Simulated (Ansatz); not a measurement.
# Bi in Ansatz: the effect of functional

Bi:

```
Bi
1.0
     4.68926    0.00000    0.00000
     0.00000    4.55637    0.00000
    -0.34826    0.00000    6.55507
Bi
4
Direct
  0.25137 0.25000 0.74873
  0.74863 0.75000 0.25127
  0.24989 0.25000 0.24888
  0.75011 0.75000 0.75112
```

The cell isn't the ideal one: volume scaled by 1.02.

Alike in all runs:

* Program: Ansatz 0.2.0
* Task: single point
* Potentials or basis: Ansatz PAW
* k mesh: 6 × 6 × 4
* Occupations: fermi-dirac, width 0.05 eV
* Spin: no spin polarisation

Problem. One run gave: pressure 0.2 GPa. Which functional did it use?
A. PBE
B. LDA
C. r2SCAN

Solution. A.

```tsv
functional	cutoff	pressure (GPa)
LDA	420 eV (not typed: the program's choice for these potentials)	-3.4
r2SCAN	500 eV (not typed: the program's choice for these potentials)	-0.9
PBE	420 eV (not typed: the program's choice for these potentials)	0.2
```

Caveats: the PAW data sets come from PBE, with cores solved anew for the run's functional, which leaves a small shift of forces and pressure (some runs).
